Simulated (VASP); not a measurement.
**A VASP 6.6.1 single-point calculation on BaTiO3**

INCAR

```
LCHARG = .FALSE.
LASPH = .TRUE.
NELM = 71
LREAL = .FALSE.
ENCUT = 700
SIGMA = 0.02
EDIFF = 1E-7
IBRION = -1
ISMEAR = -1
PREC = Accurate
IMIX = 1
LWAVE = .FALSE.
AMIX = 0.4
NSW = 0
ISIF = 2
NBANDS = 28
GGA = PE
IVDW = 20
```

KPOINTS

```
KPOINTS created by Atomic Simulation Environment
0
Gamma
6 6 6
0 0 0
```

POSCAR

```
Ba Ti O
 1.0000000000000000
     4.1538603812000003    0.0000000000000000    0.0000000000000000
     0.0000000000000000    4.1538603812000003    0.0000000000000000
     0.0000000000000000    0.0000000000000000    4.1538603812000003
 Ba  Ti  O
   1   1   3
Cartesian
  0.0000000000000000  0.0000000000000000  0.0000000000000000
  2.0769301906000002  2.0769301906000002  2.0769301906000002
  2.0769301906000002  2.0769301906000002  0.0000000000000000
  2.0769301906000002  0.0000000000000000  2.0769301906000002
  0.0000000000000000  2.0769301906000002  2.0769301906000002
```

The recommended PBE PAW datasets give the neutral cell 40 valence electrons.

Command

```
mpirun -np 1 vasp_std
```

OSZICAR

```
N       E                     dE             d eps       ncg     rms          rms(c)
DAV:   1     0.495744746880E+03    0.49574E+03   -0.24529E+04  1120   0.189E+03
DAV:   2     0.899513816365E+01   -0.48675E+03   -0.46312E+03  1252   0.473E+02
DAV:   3    -0.480895767598E+02   -0.57085E+02   -0.55182E+02  1516   0.150E+02
DAV:   4    -0.511873976991E+02   -0.30978E+01   -0.30903E+01  1764   0.304E+01
DAV:   5    -0.512931076648E+02   -0.10571E+00   -0.10569E+00  1492   0.422E+00    0.210E+01
DAV:   6    -0.403675036805E+02    0.10926E+02   -0.62452E+01  1616   0.613E+01    0.109E+01
DAV:   7    -0.410024844136E+02   -0.63498E+00   -0.21864E+01  1548   0.350E+01    0.785E+00
DAV:   8    -0.401466215708E+02    0.85586E+00   -0.87263E+00  1428   0.236E+01    0.638E+00
DAV:   9    -0.403629448948E+02   -0.21632E+00   -0.72326E+00  1376   0.217E+01    0.534E+00
DAV:  10    -0.400817377535E+02    0.28121E+00   -0.48242E+00  1380   0.177E+01    0.521E+00
...
DAV:  63    -0.398653292480E+02   -0.18100E-01   -0.10964E+00  1360   0.844E+00    0.233E+00
DAV:  64    -0.398458103579E+02    0.19519E-01   -0.99394E-01  1360   0.794E+00    0.232E+00
DAV:  65    -0.398634483048E+02   -0.17638E-01   -0.10756E+00  1360   0.836E+00    0.231E+00
DAV:  66    -0.398444751272E+02    0.18973E-01   -0.97633E-01  1360   0.787E+00    0.230E+00
DAV:  67    -0.398616610320E+02   -0.17186E-01   -0.10557E+00  1360   0.828E+00    0.229E+00
DAV:  68    -0.398432264218E+02    0.18435E-01   -0.95988E-01  1360   0.780E+00    0.228E+00
DAV:  69    -0.398600082552E+02   -0.16782E-01   -0.10375E+00  1360   0.821E+00    0.227E+00
DAV:  70    -0.398420432340E+02    0.17965E-01   -0.94433E-01  1360   0.774E+00    0.226E+00
DAV:  71    -0.398584327835E+02   -0.16390E-01   -0.10200E+00  1360   0.814E+00
   1 F= -.41965815E+02 E0= -.41965815E+02  d E =-.693609E-12
```

Standard output (part)

```
POSCAR found type information on POSCAR BaTiO
 POSCAR found :  3 types and       5 ions
 LDA part: xc-table for (Slater+PW92), standard interpolation
 POSCAR, INCAR and KPOINTS ok, starting setup
 WAVECAR not read
 entering main loop
|     The electronic self-consistency was not achieved in the given           |
|     number of steps (NELM). The forces and other quantities evaluated       |
|     might not be reliable so examine the results carefully. If you find     |
|     spurious results, we suggest increasing NELM, if you were close to      |
|     convergence or switching to a different ALGO or adjusting the           |
|     density mixing parameters otherwise.                                    |
 augmentation electrons   40.4424264813847
 total        electrons   40.4424264813847
 augmentation electrons   471.435103907775
 total        electrons   471.435103907775
 augmentation electrons   4.18178490698002
 soft         electrons   36.2606409859412
 total        electrons   40.4424258929212
 translations:           2           2           2
```

It didn't converge.

The run took about 3.1 min on one core of a shared host (Intel Xeon Platinum 8488C) and held 0.23 GiB at most.
